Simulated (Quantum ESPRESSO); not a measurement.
# Rh (Fm-3m) in Quantum ESPRESSO: further runs, part 2 of 2

Quantum ESPRESSO 7.5. Earlier steps stand in the parts before.

## Step 4: Single point, LDA, 13.12 Å³/atom

pw.in

```
&CONTROL
  calculation = 'scf'
  prefix = 'pwscf'
  outdir = './tmp'
  pseudo_dir = './pseudo'
  tprnfor = .true.
  tstress = .true.
  disk_io = 'nowf'
/
&SYSTEM
  ibrav = 0
  nat = 1
  ntyp = 1
  ecutwfc = 45
  ecutrho = 360
  nbnd = 13
  occupations = 'smearing'
  smearing = 'fd'
  degauss = 0.00367493
/
&ELECTRONS
  conv_thr = 2d-10
  electron_maxstep = 120
  mixing_beta = 0.5
/
ATOMIC_SPECIES
Rh   102.9055 rh_lda_v1.4.uspp.F.UPF
CELL_PARAMETERS angstrom
   0.0000000000    1.8722002341    1.8722002341
   1.8722002341    0.0000000000    1.8722002341
   1.8722002341    1.8722002341    0.0000000000
ATOMIC_POSITIONS crystal
Rh     0.0000000000    0.0000000000    0.0000000000
K_POINTS automatic
12 12 12 0 0 0
```

Command:

```
$ OMP_NUM_THREADS=1 mpirun -n 2 pw.x -nk 2 -in pw.in > pw.out
```

It took 3.6 s on 2 MPI ranks of Arm Neoverse V2, shared host; peak memory 0.18 GiB.

Results (log left out):

```
Free energy            : -2331.2728 eV
Pressure               : 3.4 GPa
Band gap on the k mesh : none (metal or under the smearing width)
```

## Step 5: Single point, LDA, 13.40 Å³/atom

Edit pw.in of step 4 so:

```diff
@@ -28,5 +28,5 @@
 CELL_PARAMETERS angstrom
-   0.0000000000    1.8722002341    1.8722002341
-   1.8722002341    0.0000000000    1.8722002341
-   1.8722002341    1.8722002341    0.0000000000
+   0.0000000000    1.8851123679    1.8851123679
+   1.8851123679    0.0000000000    1.8851123679
+   1.8851123679    1.8851123679    0.0000000000
 ATOMIC_POSITIONS crystal
```

Command:

```
$ OMP_NUM_THREADS=1 mpirun -n 2 pw.x -nk 2 -in pw.in > pw.out
```

Run time: 3.6 s. Hardware: 2 MPI ranks of Arm Neoverse V2, shared host; peak memory 0.18 GiB.

The run converged. Its results:

```yaml
Free_energy: -2331.2731 eV
Pressure: -3.2 GPa
Band_gap_on_the_k_mesh: none (metal or under the smearing width)
```

## Step 6: Single point, LDA, 13.67 Å³/atom

Edit pw.in of step 5 so:

```diff
@@ -28,5 +28,5 @@
 CELL_PARAMETERS angstrom
-   0.0000000000    1.8851123679    1.8851123679
-   1.8851123679    0.0000000000    1.8851123679
-   1.8851123679    1.8851123679    0.0000000000
+   0.0000000000    1.8978500000    1.8978500000
+   1.8978500000    0.0000000000    1.8978500000
+   1.8978500000    1.8978500000    0.0000000000
 ATOMIC_POSITIONS crystal
```

Potentials or basis: GBRV 1.5 LDA.

Command:

```
$ OMP_NUM_THREADS=1 mpirun -n 2 pw.x -nk 2 -in pw.in > pw.out
```

Wall time 3.7 s (2 MPI ranks of Arm Neoverse V2, shared host); peak memory 0.18 GiB.

It converged, with:

```yaml
Free_energy: -2331.2628 eV
Pressure: -9.0 GPa
Band_gap_on_the_k_mesh: none (metal or under the smearing width)
```

## Step 7: Single point, LDA, 13.94 Å³/atom

Edit pw.in of step 6 so:

```diff
@@ -28,5 +28,5 @@
 CELL_PARAMETERS angstrom
-   0.0000000000    1.8978500000    1.8978500000
-   1.8978500000    0.0000000000    1.8978500000
-   1.8978500000    1.8978500000    0.0000000000
+   0.0000000000    1.9104189093    1.9104189093
+   1.9104189093    0.0000000000    1.9104189093
+   1.9104189093    1.9104189093    0.0000000000
 ATOMIC_POSITIONS crystal
```

Command:

```
$ OMP_NUM_THREADS=1 mpirun -n 2 pw.x -nk 2 -in pw.in > pw.out
```

It took 3.6 s on 2 MPI ranks of Arm Neoverse V2, shared host; peak memory 0.18 GiB.

The run converged. Its results:

| Quantity | Value |
| --- | --- |
| Free energy | -2331.2431 eV |
| Pressure | -14.1 GPa |
| Band gap on the k mesh | none (metal or under the smearing width) |

## Step 8: Single point, LDA, 14.22 Å³/atom

Edit pw.in of step 7 so:

```diff
@@ -28,5 +28,5 @@
 CELL_PARAMETERS angstrom
-   0.0000000000    1.9104189093    1.9104189093
-   1.9104189093    0.0000000000    1.9104189093
-   1.9104189093    1.9104189093    0.0000000000
+   0.0000000000    1.9228245745    1.9228245745
+   1.9228245745    0.0000000000    1.9228245745
+   1.9228245745    1.9228245745    0.0000000000
 ATOMIC_POSITIONS crystal
```

Command:

```
$ OMP_NUM_THREADS=1 mpirun -n 2 pw.x -nk 2 -in pw.in > pw.out
```

Wall time 3.7 s (2 MPI ranks of Arm Neoverse V2, shared host); peak memory 0.18 GiB.

It converged, with:

```yaml
Free_energy: -2331.2152 eV
Pressure: -18.6 GPa
Band_gap_on_the_k_mesh: none (metal or under the smearing width)
```

## Step 9: Single point, LDA, 14.49 Å³/atom

Edit pw.in of step 8 so:

```diff
@@ -28,5 +28,5 @@
 CELL_PARAMETERS angstrom
-   0.0000000000    1.9228245745    1.9228245745
-   1.9228245745    0.0000000000    1.9228245745
-   1.9228245745    1.9228245745    0.0000000000
+   0.0000000000    1.9350721950    1.9350721950
+   1.9350721950    0.0000000000    1.9350721950
+   1.9350721950    1.9350721950    0.0000000000
 ATOMIC_POSITIONS crystal
```

Potentials or basis: GBRV 1.5 LDA.

Command:

```
$ OMP_NUM_THREADS=1 mpirun -n 2 pw.x -nk 2 -in pw.in > pw.out
```

Run time: 3.7 s. Hardware: 2 MPI ranks of Arm Neoverse V2, shared host; peak memory 0.18 GiB.

The run converged. Its results:

- Free energy: -2331.1801 eV
- Pressure: -22.6 GPa
- Band gap on the k mesh: none (metal or under the smearing width)

## Step 10: Equation of state, LDA

Potentials or basis: GBRV 1.5 LDA.

This step only gathers the single runs of the series.

What came out:

- Equilibrium volume: 13.27 Å³/atom
- Bulk modulus: 320 GPa
- Pressure derivative of the bulk modulus: 5.2

Energy against volume, from the lowest point:
```tsv
volume (Å³/atom)	energy (meV/atom)
12.851	12.64
13.125	0.33
13.398	0.00
13.671	10.31
13.945	29.99
14.218	57.89
14.492	92.97
```

LDA usually gives volumes a few per cent too small.

## Step 11: For comparison

An earlier run on the cell as given: functional PBEsol; potentials or basis GBRV 1.5 PBEsol; cutoff 612 eV; density cutoff 4898 eV; k mesh 12 × 12 × 12; occupations fermi-dirac, width 0.05 eV; no spin polarisation.

* Pressure: -3.0 GPa
* Band gap on the k mesh: none (metal or under the smearing width)

## Step 12: Overview

```csv
task,level,potentials or basis,form of the LDA correlation,gap on the mesh (eV),pressure (GPa)
band structure,PBEsol,GBRV 1.5 PBEsol,-,none,-3.0
equation of state,LDA,GBRV 1.5 LDA,PZ81,-,-
single point,PBEsol,GBRV 1.5 PBEsol,-,none,-3.0
```

Alike in all rows: no spin polarisation; cell as given; k mesh 12 × 12 × 12; cutoff (eV) 612; smearing fermi-dirac 0.05 eV.

Absolute energies hang on the potentials; compare differences alone.

## Step 13: Comparison with measurements

Step 10. Against the measured bulk modulus of Rh, 264 GPa (quoted in “Thermal equation of state of rhodium characterized by XRD in a resistively heated diamond anvil cell”, 2024, pmc:11535440), the calculated 320 GPa is off by +21.3 %. The fit is for a static lattice scaled at fixed shape and fixed fractional positions.
